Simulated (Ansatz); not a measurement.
# CuCl2 in Ansatz: the effect of functional

Crystal: CuCl2.

```
CELL_PARAMETERS angstrom
-2.26979 2.26979 6.90533
2.26979 -2.26979 6.90533
2.26979 2.26979 -6.90533
ATOMIC_POSITIONS crystal
Cu 0.00000 0.00000 0.00000
Cl 0.00000 0.50000 0.50000
Cl 0.50000 0.00000 0.50000
```

Measurements of this composition are mostly on another form, of space group No. 12.

The cell isn't the ideal one: volume scaled by 1.02.

Alike in all runs:

- Program: Ansatz 0.2.0
- Task: single point
- Potentials or basis: Ansatz PAW
- k mesh: 8 × 8 × 8
- Occupations: fermi-dirac, width 0.05 eV
- Spin: no spin polarisation

```csv
functional,cutoff,pressure (GPa)
LDA,420 eV (not typed: the program's choice for these potentials),-2.2
PBEsol,420 eV (not typed: the program's choice for these potentials),?
r2SCAN,500 eV (not typed: the program's choice for these potentials),-0.7
```

Q: What does the run with functional PBEsol give?

A: Pressure -1.3 GPa.

Caveats: an odd number of electrons without spin polarisation forces a metal; a magnetic or distorted state may lie lower; the run has no spin polarisation, though such a crystal can be magnetic; the PAW data sets come from PBE, with cores solved anew for the run's functional, which leaves a small shift of forces and pressure.
